Before computing the elastic constants, surfaces or alloys of magnesium, one has to choose the functional that fixes the size of the crystal, and everything computed later inherits that choice. A more expensive method is easily taken for a safer one. For the volume of this metal, the name of the rung is a poor guide: the values within the GGA rung spread over 1.46 Å³/atom, almost as far as the 1.55 Å³/atom of the whole table. Most of that spread comes from an added dispersion term, since the two plain GGAs differ by only 0.62 Å³/atom. What matters is how strongly a method corrects for the variation of the density, and what is added to it.

Hexagonal close-packed magnesium (P6₃/mmc) with an EAM force field and with Kohn-Sham DFT without spin polarisation, in the programs named in the table, releases of 2025 and 2026. Each volume is at the method's own minimum for a static lattice. Energies under basis are plane-wave cutoffs, and DZP is a basis of atomic orbitals.

| method | rung | program | potentials | basis | k mesh | smearing | equilibrium volume (Å³/atom) |
| --- | --- | --- | --- | --- | --- | --- | --- |
| EAM | force field | LAMMPS | Zhou04_create_eam | default | none 2-atom cell | none | 23.093 |
| LDA | LDA | Ansatz | Ansatz PAW | 420 eV | 10x10x5 2-atom cell | Fermi Dirac 0.05eV | 21.686 |
| PBE | GGA | CONQUEST | PseudoDojo NC PBE | DZP | 8x5x5 4-atom cell | Fermi Dirac 0.05eV | 23.216 |
| PBE-D3(BJ) | GGA | Ansatz | Ansatz PAW | 420 eV | 10x10x5 2-atom cell | Fermi Dirac 0.05eV | 21.782 |
| PBE-D4 | GGA | Ansatz | Ansatz PAW | 420 eV | 10x10x5 2-atom cell | Fermi Dirac 0.05eV | 23.239 |
| PBEsol | GGA | JDFTx | PseudoDojo SR PBEsol 0.4.1 standard | 1143 eV | 10x10x5 2-atom cell | Fermi Dirac 0.05eV | 22.593 |
| PBEsol-D4 | GGA | Ansatz | Ansatz PAW | 420 eV | 10x10x5 2-atom cell | Fermi Dirac 0.05eV | 23.229 |
| HSE06 | hybrid | Ansatz | Ansatz PAW | 420 eV | 5x5x3 2-atom cell | Fermi Dirac 0.05eV | 22.931 |
| PBEsol0 | hybrid | Ansatz | Ansatz PAW | 420 eV | 5x5x3 2-atom cell | Fermi Dirac 0.05eV | 22.562 |
| r2SCAN0 | hybrid | Ansatz | Ansatz PAW | 500 eV | 5x5x3 2-atom cell | Fermi Dirac 0.05eV | 22.716 |

How much a volume error matters depends on the purpose. LDA gives a volume 6.6% below that of PBE, which is only 2.2% in a mean length and may pass in a sketch of the structure. Stiffness is less forgiving, because the bulk modulus of a crystal under pressure rises roughly as (V₀/V)^B′, where V₀ is the volume at rest, V the compressed volume and B′ the rate at which the modulus grows with pressure. The PBE energy curve gives B′ ≈ 4, so along that curve a small error in volume becomes about four times as large in stiffness. A PBE crystal squeezed to the LDA volume, slightly beyond the range of that curve, would be about 32% stiffer. LDA at its own minimum follows a different curve and is expected to differ from PBE by less.

Why LDA gives the smallest crystal is best seen from the limit in which it is exact, a perfectly uniform electron gas. A real metal departs from that limit, and the measure of the departure is how much the density varies over the typical distance between electrons. The gradient correction to exchange lowers the energy as this relative variation grows, while the correction to correlation raises it. Where the variation is gentle, as in the gas between the atoms, the two cancel in PBE by construction and nearly cancel in PBEsol. Exchange wins only where the variation is large, which in magnesium is expected at the edge of the ion cores. Stretching the crystal thins the valence density there and makes the relative variation larger still, so the corrections favour the stretched crystal and the equilibrium volume grows. This is expected from theory rather than computed here, and the order LDA, PBEsol, PBE in the table agrees with it.

The argument can be made quantitative. Suppose that the expansion beyond LDA is proportional to the strength of the gradient correction to exchange, which is 0 in LDA, 10/81 in PBEsol and about 0.22 in PBE. PBEsol should then lie a fraction (10/81)/0.22 ≈ 0.56 of the way from LDA to PBE. The whole way is 23.216 − 21.686 = 1.530 Å³/atom, so the estimate is 21.686 + 0.56 × 1.530 ≈ 22.54 Å³/atom, against a computed 22.59.

LDA and PBE fix the two ends of this estimate, while the PBEsol volume did not enter it. The agreement is still a modest test, because the three runs also differ in program, potentials and basis. The two functionals differ in the gradient correction to correlation as well, and scaling by the coefficient of that correction, which works against the expansion, gives 22.74 Å³/atom instead. That estimate misses by more, but a PBE volume only a tenth of an Å³/atom smaller would make it the closer one, and the PBE run uses a small atomic-orbital basis. The simple rule thus gives the order and the approximate spacing, but it can't replace a calculation when a tenth of an Å³/atom matters. The output printed below gives both estimates, together with the volume differences expressed as pressures.

Those pressures show why magnesium is a sensitive case. Squeezing the PBE crystal to the LDA volume takes only about 2.7 GPa, because its bulk modulus is just 34 GPa. A change of functional acts on a crystal much like a small extra pressure, and a soft crystal yields more to a given pressure than a stiff one. The size of that pressure also differs from metal to metal, so softness alone does not tell how much the choice matters.

Adding a dispersion correction looks like an improvement, yet PBE-D3(BJ) comes out 6.2% below PBE and almost back at LDA. The programs differ here too, but a change of program with sound settings does not usually shift a volume that far. The likely reason follows from two opposite limits. Two distant magnesium atoms attract each other strongly, because their outer electrons are easily polarised. In the metal those same electrons form a shared gas that screens the fluctuating dipoles, and the ion cores left behind are hard to polarise. A sum over atom pairs with coefficients taken from atoms and molecules therefore tends to pull the metal together too strongly.

The D4 rows need a different kind of caution. PBEsol-D4 lies 0.64 Å³/atom above PBEsol, although an added attraction would normally shrink the crystal. To produce this expansion, the correction would have to push outwards with about 0.9 GPa. Both D4 volumes in the table also lie within 0.1% of the volume at which their relaxations started. So does a further run with revPBE-D4, and three different functionals ending at the volume they started from suggest a fault of the runs rather than physics. The relaxations did not simply stand still, though. In the PBEsol-D4 run the base edge of the cell shrank by 1.1% while its height grew by 2.2%, two changes that nearly cancel in the volume. The LDA and PBE-D3(BJ) cells also became taller relative to their base, so this change of shape is not peculiar to D4. The PBEsol-D4 run also reports a stress just inside its tolerance of 0.05 GPa, so the cause is open, and these rows should not be read as evidence that D4 cures the fault of D3. A scan of the energy over several fixed volumes, with the shape of the cell free to relax at each, would show whether the minimum is really there.

Hybrids replace part of the approximate exchange by exact exchange, which helps most where electrons are localised. The outer electrons of magnesium are not, and unscreened exact exchange, as in PBEsol0 and r2SCAN0, is known to describe the states near the Fermi level of a metal poorly. The volumes show no clear return for the effort. PBEsol0 differs from PBEsol by 0.03 Å³/atom, no more than the stress tolerance of the relaxation allows. HSE06 lies 1.2% below PBE, a step that the small basis of the PBE run could cause by itself. In both comparisons program, basis and mesh change along with the functional, so neither result can be credited to exact exchange alone.

The mesh of the hybrid runs is coarse for a metal, and its effect on their volumes was not tested. The meshes and cutoffs of the other DFT runs are ordinary working values too, not converged limits, so small differences between rows may be numerical. The mesh is also where the cost of a hybrid bites. A metal needs many k points to resolve the boundary between filled and empty states, while exact exchange couples every k point to every other. Going from the 5×5×3 mesh of the hybrids to the 10×10×5 mesh used for most of the GGA runs would multiply the number of such pairs by about 44. LDA and the GGAs cost much the same as each other, and a pairwise dispersion term adds little. The EAM force field is far cheaper, with a cost that grows in proportion to the number of atoms. Its good volume is no independent success, however, because the potential was fitted to lattice constants, and such a force field can be rough for properties outside its fit.

For structures and densities, then, PBE or PBEsol is the sensible choice, without a D3(BJ) term added by habit. The measured volume, roughly 23 Å³/atom as recalled, lies 5 to 6% above LDA and PBE-D3(BJ), more than heat and zero-point motion are expected to explain. It does not single out PBE over PBEsol, which differ by 2.7%. The measured crystal is expanded by vibration while the calculation holds the atoms still, and removing that expansion is expected to move the target towards the PBEsol value. Where stiffness matters, the difference is expected to be larger: squeezing the PBE crystal by this much would stiffen it by about 4 × 2.7 ≈ 11%, though two functionals at their own minima are expected to differ by less. It is then worth computing the property with both functionals and taking the gap between them as a first measure of the uncertainty.

Output of the analysis:

```
Each method against PBE:
         row  volume difference in A^3/atom  volume difference in %  mean length difference in %  pressure on a PBE crystal to reach this volume in GPa
         EAM                         -0.123                 -0.5298                      -0.1769                                                 0.1831
         LDA                          -1.53                   -6.59                       -2.247                                                  2.678
         PBE                              0                       0                            0                                                      0
  PBE-D3(BJ)                         -1.434                  -6.177                       -2.103                                                  2.481
      PBE-D4                          0.023                 0.09907                      0.03301                                               -0.03369
      PBEsol                         -0.623                  -2.683                      -0.9026                                                 0.9805
   PBEsol-D4                          0.013                   0.056                      0.01866                                               -0.01906
       HSE06                         -0.285                  -1.228                      -0.4109                                                 0.4318
     PBEsol0                         -0.654                  -2.817                       -0.948                                                  1.033
     r2SCAN0                           -0.5                  -2.154                      -0.7231                                                  0.776
Murnaghan pressure at the smallest scanned PBE volume in GPa: 2.358
Computed pressure of the PBE run at that volume in GPa: 2.349
Stiffening of a PBE crystal squeezed to the LDA volume in %: 31.87
Volume uncertainty from a stress tolerance of 0.05 GPa in A^3/atom: 0.03405
Spread of the whole table in A^3/atom: 1.553
Spread inside the GGA rung in A^3/atom: 1.457
Spread inside the hybrid rung in A^3/atom: 0.369
PBEsol position on the way from LDA to PBE as a fraction: 0.5928
PBEsol volume predicted from the exchange gradient coefficients in A^3/atom: 22.54
Miss of that prediction in A^3/atom: -0.04841
PBEsol volume predicted from the correlation gradient coefficients in A^3/atom: 22.74
Miss of that second prediction in A^3/atom: 0.1434
PBEsol0 less PBEsol in A^3/atom: -0.031
PBEsol-D4 less PBEsol in A^3/atom: 0.636
Outward pressure that D4 would need for this with PBE stiffness in GPa: 0.8951
Starting volume of the relaxations in A^3/atom: 23.23
PBE-D4 final volume against the start in %: 0.03216
PBEsol-D4 final volume against the start in %: -0.01089
revPBE-D4 final volume (further outputs) against the start in %: 0.07064
LDA against a rough recalled measured 23 A^3/atom in %: -5.713
PBE-D3(BJ) against the same rough value in %: -5.296
Ratio of k-point pairs between the 10x10x5 and 5x5x3 meshes: 44.44
```
